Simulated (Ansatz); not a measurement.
# ZnSe (Stilleite) (F-43m) in Ansatz: notebook

One crystal, ZnSe (Stilleite), is run at these levels: LDA, RPBE; tasks: projected density of states, band structure.

All numbers are computed with Ansatz 0.2.0; they aren't measurements. Logs are shortened: lines on timing, memory, paths and dates and some standing lists are left out, and cuts for length are marked.

**Measured values to compare with.**

“Alloy Disordering Effects on the Thermal Conductivity and Energy Gap Temperature Dependence of Cd1−xZnxSe Ternary Crystals Grown by the Bridgman Method”, 2023, pmc:10253836 reports, for a bulk crystal of ZnSe at 300 K: band gap 2.695 ± 0.003 eV (an exciton energy, a little under the gap).

How close the calculation comes is told below.

### 1 Starting point

It takes space group F-43m (No. 216, cubic). The conventional cell has a = 5.668 Å, b = 5.668 Å, c = 5.668 Å, α = 90.00°, β = 90.00°, γ = 90.00°. Se (site symmetry -43m) has 4 Zn at 2.45 Å as nearest neighbours. Around Zn (site symmetry -43m) lie 4 Se at 2.45 Å.

### 2 Projected density of states, LDA, collinear spin, ferromagnetic start (volume scaled by 1.08)

input.yaml

```yaml
crystal:
  lattice: { a: 5.81487581, b: 5.81487581, c: 5.81487581, alpha: 90.0, beta: 90.0, gamma: 90.0 }
  space_group: 216
  reduce_to_primitive: true
  atoms:
    - { symbol: Se, wyckoff: "4c", position: [0.25, 0.25, 0.25], spin: 0.5 }
    - { symbol: Zn, wyckoff: "4a", position: [0.0, 0.0, 0.0] }
hamiltonian:
  xc: lda
  pseudopotentials: { kind: paw }
magnetization:
  spin_polarized: true
kpoints:
  mp_grid: { grid: [8, 8, 8] }
scf:
  occupations: { method: fermi_dirac, width: 0.025 }
  n_extra_bands: 6
output:
  forces: true
  stress: true
  eigenvalues: true
  dos: { projected: true, de: 0.05, nscf_kmesh: { grid: [12, 12, 12] } }
  write_density: true
  write_potential: true
  elf: true
  volumetric_format: npy
```

Potentials or basis: Ansatz PAW.

Command:

```console
ansatz run input.yaml --threads 1 --pin off --max-ram 2560MiB --backend cpu --events-out ev --progress --plain --runs-dir out
```

The log of the run:

```text
Warning: RAYON_NUM_THREADS=1 ignored (pool sized by the plan → 1); use --threads N
crystal.space_group: 216 is read as F-43m: the typed cell holds Se4Zn4 (Se 4c, Zn 4a). Least distances (Å): Se–Se 4.112, Se–Zn 2.518, Zn–Zn 4.112
crystal.space_group generates its sites in this order, which a site index counts, at these fractional coordinates of the primitive cell where crystal.reduce_to_primitive is true, and else of the cell that is read (crystal.supercell repeats the list replica by replica, and crystal.defects acts on that): 0: Se [0.250000, 0.250000, 0.250000]; 1: Zn [0.000000, 0.000000, 0.000000];
scf.n_extra_bands = 6 over 14 filled bands (N_el = 28.0): the run solves 20 bands
Engine: ansatz 0.2.0, aarch64-unknown-linux-gnu
Pseudopotentials: kind: paw
Pseudopotential: Se, paw, valence charge 16, recommended cutoff 420 eV (normal), Se.paw.azcp
Pseudopotential: Zn, paw, valence charge 12, recommended cutoff 420 eV (normal), Zn.paw.azcp
Functional definition: SPW92
  exchange = slater_x
  correlation = pw_c
Crystal: 2 atoms, lattice volume = 49.154 Å³
Basis set: ecut = 420 eV, 941 PW (Γ)
Bands: 20, of which v1, the nominal top of the filled ones, is band 14 counted from 1 (13 counted from 0)
Symmetry: 24 space group operations
Space group: F-43m (ITA 216), of the structure as read, at distance tolerance 3.7e-5 Å
Magnetic group: BNS 216.74 (UNI 1576), of the structure as read, at distance tolerance 3.7e-5 Å
k-points: 29 of 512 (time reversal used)
Non-local potential: Se, projectors of the file, l = 0: 2, l = 1: 2, l = 2: 3, l = 3: 1
Non-local potential: Zn, projectors of the file, l = 0: 2, l = 1: 2, l = 2: 3, l = 3: 1
PAW form: soft (Blöchl's): semilocal exchange-correlation on the pseudo side does not see the compensation charge
PAW frozen core: Se, regenerated for the run's functional, and the local potential with it (the file was generated under x = pbe(κ = 0.804, μ = 0.2195149727645171), c = pbe(β = 0.06672455060314922))
PAW frozen core: Zn, regenerated for the run's functional, and the local potential with it (the file was generated under x = pbe(κ = 0.804, μ = 0.2195149727645171), c = pbe(β = 0.06672455060314922))
PAW one-centre angular grid: Se, 590 points (default); XC on 64 Gauss nodes
PAW one-centre angular grid: Zn, 590 points (default); XC on 64 Gauss nodes
Initial density: superposition of atomic densities (chi_scale 0.1, normalization cell, long waves kept (reshape's long-wave potential 0.00 eV rms))
Starting moments: Σ|m| = 0.5 μB on 1 of 2 sites
Initial wavefunctions: pseudopotential atomic-orbital guess
Functional: x = slater, c = lda
SCF iter   1: F=—  HF=-8631.035071 eV  |F-HF|=—  |Δ(HF+E_count)|=         —  Δρ=4.39e-2 (↑4.39e-2 ↓3.24e-2)  dr2=9.44e-1  dr2_m=3.52e-1  M=0.000 μB ∫|m|=0.036 μB  β_m=0.30  ethr=3.10e-3  ⟨swp⟩=6.0  Hψ=5722  notcnv=0
preconditioner: auto → none  [insulator: Δε(μ)=0.531 eV  Ē_g=14.154 eV  σ=0.025 eV  W_gap=1.00  n_scr=14 (ndim 8)  ℏωp=22.5 eV  f_vac=0.087  D(μ)=0.00/eV (n_scr^D=0)  ε∞_Penn≈3.5]
SCF iter   2: F=—  HF=-8630.747647 eV  |F-HF|=—  |Δ(HF+E_count)|=   2.87e-1  Δρ=2.61e-2 (↑2.61e-2 ↓1.74e-2)  dr2=1.20e-1  dr2_m=1.73e-1  M=0.000 μB ∫|m|=0.027 μB  β_m=0.30  ethr=3.10e-3  ⟨swp⟩=2.0  Hψ=2353  notcnv=0  defer=83
SCF iter   3: F=—  HF=-8630.707250 eV  |F-HF|=—  |Δ(HF+E_count)|=   4.04e-2  Δρ=1.70e-2 (↑1.70e-2 ↓1.21e-2)  dr2=3.02e-2  dr2_m=8.51e-2  M=0.000 μB ∫|m|=0.020 μB  β_m=0.30  ethr=4.27e-4  ⟨swp⟩=2.1  Hψ=1879  notcnv=0  defer=82
[... 5 lines left out ...]
spin-set hold released at iteration 7 (site moments contracting): the magnetisation degrees of freedom join the quasi-Newton model from the next iteration; the mixer history was flushed
[... 4 lines left out ...]
SCF iter  12: F=—  HF=-8630.703150 eV  |F-HF|=—  |Δ(HF+E_count)|=   8.31e-9  Δρ=3.81e-6 (↑3.81e-6 ↓2.98e-6)  dr2=1.49e-8  dr2_m=1.38e-9  M=0.000 μB ∫|m|=0.000 μB  β_m=0.56  ethr=2.33e-10  ⟨swp⟩=8.0  Hψ=6052  notcnv=0
SCF iter  13: F=—  HF=-8630.703150 eV  |F-HF|=—  |Δ(HF+E_count)|=   6.14e-9  Δρ=1.28e-6 (↑9.75e-7 ↓1.28e-6)  dr2=1.05e-10  dr2_m=5.48e-10  M=0.000 μB ∫|m|=0.000 μB  β_m=0.73  ethr=5.32e-11  ⟨swp⟩=6.4  Hψ=5488  notcnv=0
SCF iter  14: F=-8630.703150 eV  HF=-8630.703150 eV  |F-HF|=3.64e-12  |Δ(HF+E_count)|=  4.27e-10  Δρ=1.42e-7 (↑1.11e-7 ↓1.42e-7)  dr2=2.24e-12  dr2_m=6.81e-12  M=0.000 μB ∫|m|=0.000 μB  ethr=1.00e-12  ⟨swp⟩=5.3  Hψ=4613  notcnv=0
SCF 1 converged in 14 iterations: F = -8630.703150 eV  dr2 = 2.24e-12
WARN: the starting moments were not kept: the SCF closed with an absolute magnetisation of 1.6e-6 μB, where they sum to 0.5 μB in size (1 site). That is at most 0.1 of that sum. Measured as dr2_m measures the in/out step, that magnetisation stands 4.3e-13 eV from none, at or under the dr2_threshold of 1.0e-7 eV: it is no larger than a step whose dr2_m would equal this threshold. The system may hold no moment; this SCF shows only that its start led to no more than that. To try another start: raise the starting moments (crystal.atoms[].spin, magnetization.per_species, magnetization.initial_magnetization, or on a non-collinear deck that types none of these the spinor_matrix: blocks that start its atoms; where the total moment is fixed, keep their sum and leave initial_magnetization as it is; typed ones take the place of any that the run laid by itself, positive ones on a crystal's lanthanoids without a Hubbard term where scf.initial_density.shell_occupations: [] is typed) or, if the notice of its spin-set hold's release reads "site moments contracting" or "site moments show no strong build", lengthen the hold (scf.mixing.spin_hold: { on: { confirm: 4 } }; for m-r²SCAN on two components see the key's manual first). Each may lead to a state that holds a moment. A second SCF, from the converged charge density, with the starting moments and any scf.initial_density.shell_occupations laid on it anew, would have followed, and was not run: the deck does not ask for one (magnetization.retry_lost_moments is false, the default). To let it run, set magnetization.retry_lost_moments: true and run the deck again, where that key's refused combinations let it; where memory then withholds it, that run's warning says so.
NSCF: frozen V_eff on 72 k-points
SCF converged after 14 iterations
Magnetization: 0.0000 μB (14.0000 up, 14.0000 down)
Absolute magnetization: 0.0000 μB (∫|ρ↑−ρ↓|, with the PAW one-centre terms)
Spin contamination: 0.0000 ħ² per cell (⟨S²⟩ above its minimum at these occupations)
Per-site moments (μB) at R_I (Å): [(5.087765797208536e-7, 1.0386399728330207), (-1.6588777531159763e-7, 1.0386399728330207)]
Free energy (F): -8630.703150 eV
Harris-Foulkes:  -8630.703150 eV  (|F-HF|=3.64e-12)
Internal energy: -8630.703150 eV  (E = F + TS)
E sigma→0 (E₀):  -8630.703150 eV
Fermi energy:    5.828121 eV
--- Per-component energies (eV) ---
  E_band       = -416.850011
  E_kinetic    = 249.027499
  E_local      = -4518.182725  (includes V_loc(G=0)·N_el)
  E_nonlocal   = 28.452992
  E_hartree    = 2080.425459
  E_xc         = -237.755229
  E_vxc        = -150.320573  (∫ρ·V_xc dr)
  E_paw        = -3584.416297  (= ΣΔE_a)
  E_vpaw       = -186.677126  (= ΣTr[D̂ρ^β])
  E_aug_tail   = -0.000973  (compensation charges beyond the density's cutoff)
  E_ewald      = -2652.028379
  E_core_change = 3.774504  (= ΣΔE_core)
  E_smearing   = -0.000000  (= −TS)
  E_closure    = 0.000000  (closes the sum)
  Σ components = -8630.703150   (vs F -8630.703150, Δ=0.00e0)
--- Forces (eV/Å), atoms counted from 1 ---
  atom   1  Se     0.00000000     0.00000000     0.00000000
  atom   2  Zn    -0.00000000    -0.00000000    -0.00000000
  max |Σ_I F_I| component: 1.09e-16 eV/Å
--- Stress (GPa, compression-positive) ---
       -6.945614       0.000000      -0.000000
       -0.000000      -6.945614      -0.000000
       -0.000000      -0.000000      -6.945614
  P = ⅓ Tr σ = -6.9456 GPa (-69.456 kbar)
--- Band table (eV; the first three rows and the last of 58) ---
  k-point 0 ↑: bands = ["-41.4667", "-41.4667", "-41.4667", "-41.4634", "-41.4634", "-7.4142", "-0.9647", "-0.9647", "-0.9647", "-0.6692", "-0.6692", "5.4463", "5.4463", "5.4463", "6.1818", "11.1704", "11.1704", "11.1704", "14.7754", "16.7817"]
  k-point 1 ↑: bands = ["-41.4667", "-41.4667", "-41.4667", "-41.4634", "-41.4634", "-7.3278", "-0.9541", "-0.9518", "-0.9518", "-0.6703", "-0.6703", "4.1005", "5.3133", "5.3133", "7.2567", "11.0286", "11.3995", "11.3995", "15.6526", "15.9905"]
  k-point 2 ↑: bands = ["-41.4667", "-41.4667", "-41.4667", "-41.4634", "-41.4634", "-7.1055", "-0.9233", "-0.9233", "-0.8938", "-0.6690", "-0.6690", "2.5144", "5.0268", "5.0268", "7.8021", "11.6311", "11.7538", "11.7538", "15.7368", "15.7368"]
  k-point 28 ↓: bands = ["-41.4667", "-41.4666", "-41.4665", "-41.4634", "-41.4634", "-6.5217", "-0.8565", "-0.8018", "-0.6940", "-0.6864", "-0.4251", "1.0582", "2.9506", "3.0913", "10.5272", "10.7792", "12.0702", "13.0054", "16.3802", "18.7840"]
```

It took 20 s on 1 thread of Arm Neoverse V1, shared host; peak memory 0.38 GiB.

Results:

| Quantity | Value |
| --- | --- |
| Free energy | -8630.7031 eV |
| Pressure | -6.9 GPa |
| Band gap on the k mesh | 0.74 eV, direct |
| Net moment | 0.00 μB per cell |
| Absolute moment | 0.00 μB per cell |

Levels at points of the mesh, in eV from the valence-band top:
Spin up:
| k point | band 10 | band 11 | band 12 | band 13 | band 14 | band 15 | band 16 | band 17 | band 18 | band 19 |
| --- | --- | --- | --- | --- | --- | --- | --- | --- | --- | --- |
| (0.00, 0.00, 0.00) | -6.12 | -6.12 | 0.00 | 0.00 | 0.00 | 0.74 | 5.72 | 5.72 | 5.72 | 9.33 |
| (0.00, 0.00, -0.50) | -6.10 | -5.98 | -4.82 | -0.77 | -0.77 | 2.22 | 6.29 | 6.29 | 8.10 | 10.36 |
| (0.00, -0.50, -0.50) | -6.08 | -5.96 | -4.50 | -1.94 | -1.94 | 2.97 | 3.30 | 9.96 | 10.56 | 10.56 |
Spin down:
```
             k point  band 10  band 11  band 12  band 13  band 14  band 15  band 16  band 17  band 18  band 19
  (0.00, 0.00, 0.00)    -6.12    -6.12     0.00     0.00     0.00     0.74     5.72     5.72     5.72     9.33
 (0.00, 0.00, -0.50)    -6.10    -5.98    -4.82    -0.77    -0.77     2.22     6.29     6.29     8.10    10.36
(0.00, -0.50, -0.50)    -6.08    -5.96    -4.50    -1.94    -1.94     2.97     3.30     9.96    10.56    10.56
```

States per cell in windows of 1 eV (zero at the valence-band top; states under -8 eV left out):
| from (eV) | up | down | Zn 3d up | Zn 3d down | Se 4p up | Se 4p down | Zn 4s up | Zn 4s down |
| --- | --- | --- | --- | --- | --- | --- | --- | --- |
| -8.0 | 0.00 | 0.00 | 0.00 | 0.00 | 0.00 | 0.00 | 0.00 | 0.00 |
| -7.0 | 4.62 | 4.62 | 4.44 | 4.44 | 0.14 | 0.14 | 0.02 | 0.02 |
| -6.0 | 0.38 | 0.38 | 0.37 | 0.37 | 0.00 | 0.00 | 0.00 | 0.00 |
| -5.0 | 0.65 | 0.65 | 0.04 | 0.04 | 0.39 | 0.39 | 0.20 | 0.20 |
| -4.0 | 0.24 | 0.24 | 0.02 | 0.02 | 0.14 | 0.14 | 0.06 | 0.06 |
| -3.0 | 0.59 | 0.59 | 0.03 | 0.03 | 0.50 | 0.50 | 0.03 | 0.03 |
| -2.0 | 1.02 | 1.02 | 0.04 | 0.04 | 0.91 | 0.91 | 0.02 | 0.02 |
| -1.0 | 0.51 | 0.51 | 0.03 | 0.03 | 0.46 | 0.46 | 0.00 | 0.00 |
| 0.0 | 0.00 | 0.00 | 0.00 | 0.00 | 0.00 | 0.00 | 0.00 | 0.00 |
| 1.0 | 0.01 | 0.01 | 0.00 | 0.00 | 0.00 | 0.00 | 0.01 | 0.01 |
| 2.0 | 0.18 | 0.18 | 0.00 | 0.00 | 0.05 | 0.05 | 0.09 | 0.09 |
| 3.0 | 0.73 | 0.73 | 0.00 | 0.00 | 0.17 | 0.17 | 0.26 | 0.26 |
| 4.0 | 0.39 | 0.39 | 0.00 | 0.00 | 0.07 | 0.07 | 0.10 | 0.10 |
| 5.0 | 0.66 | 0.66 | 0.00 | 0.00 | 0.05 | 0.05 | 0.05 | 0.05 |
| 6.0 | 0.84 | 0.84 | 0.00 | 0.00 | 0.03 | 0.03 | 0.02 | 0.02 |
| 7.0 | 0.61 | 0.61 | 0.00 | 0.00 | 0.02 | 0.02 | 0.02 | 0.02 |

Caveat: the PAW data sets come from PBE, with cores solved anew for the run's functional, which leaves a small shift of forces and pressure; the starting moments weren't kept.

(Continued in part 2 of 2.)
